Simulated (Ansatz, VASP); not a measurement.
**One calculation of NaH, two programs**

Contents of INCAR:

```
SYSTEM = NaH
ALGO = Normal
EDIFF = 1E-6
ENCUT = 520
GGA = PS
ISIF = 2
ISMEAR = 0
LASPH = .True.
LCHARG = .False.
LREAL = .False.
LWAVE = .False.
NBANDS = 11
NELM = 100
PREC = Accurate
SIGMA = 0.02
```

KPOINTS

```
k-points
0
Gamma
  8 8 8
  0 0 0
```

POSCAR

```
NaH
1.0
    0.0000000000      2.4400000000      2.4400000000
    2.4400000000      0.0000000000      2.4400000000
    2.4400000000      2.4400000000      0.0000000000
Na H
1 1
Direct
    0.0000000000      0.0000000000      0.0000000000
    0.4861762295      0.4977459016      0.5107459016
```

Input for Ansatz:

```yaml
crystal:
  lattice:
    - [0.0, 2.44, 2.44]
    - [2.44, 0.0, 2.44]
    - [2.44, 2.44, 0.0]
  atoms:
    - { symbol: Na, position: [0.0, 0.0, 0.0] }
    - { symbol: H, position: [0.4861762295, 0.4977459016, 0.5107459016] }
basis:
  ecutwfc: 420
kpoints:
  mp_grid: { grid: [8, 8, 8] }
hamiltonian:
  xc: pbesol
scf:
  occupations: { method: gaussian, width: 0.02 }
output:
  forces: true
  stress: true
  eigenvalues: true
```

Change from the starting cell: one atom moved.

Alike in both runs: task single point; functional PBEsol; k mesh 8 × 8 × 8; occupations gaussian, width 0.02 eV; no spin polarisation.

|  | VASP | Ansatz |
| --- | --- | --- |
| version | VASP 6.6.1 | Ansatz 0.2.0 |
| potentials or method | VASP PAW PBE potentials, release 64 (Na_pv, H) | scalar-relativistic, plane waves, PAW |
| plane-wave cutoff (eV) | 520 | 420 |
| valence electrons in the cell | 8 | 10 |

```tsv
	VASP	Ansatz	Ansatz less VASP
gap on the k mesh at the Fermi level (eV)	3.52	3.52	+0.003
least direct gap on the mesh (eV)	4.40	4.40	+0.003
pressure (GPa)	-1.2	-1.2	+0.01
rms of the force components (eV/Å)	0.020	0.020	-0.0003
```

Atom by atom the forces differ by 0.000 eV/Å (rms over components). The two sets of potentials don't hold the same shells in valence.

Caveats: the PAW data sets were made with another functional, which shifts forces and pressure a little (VASP). A k mesh can miss the band edges.
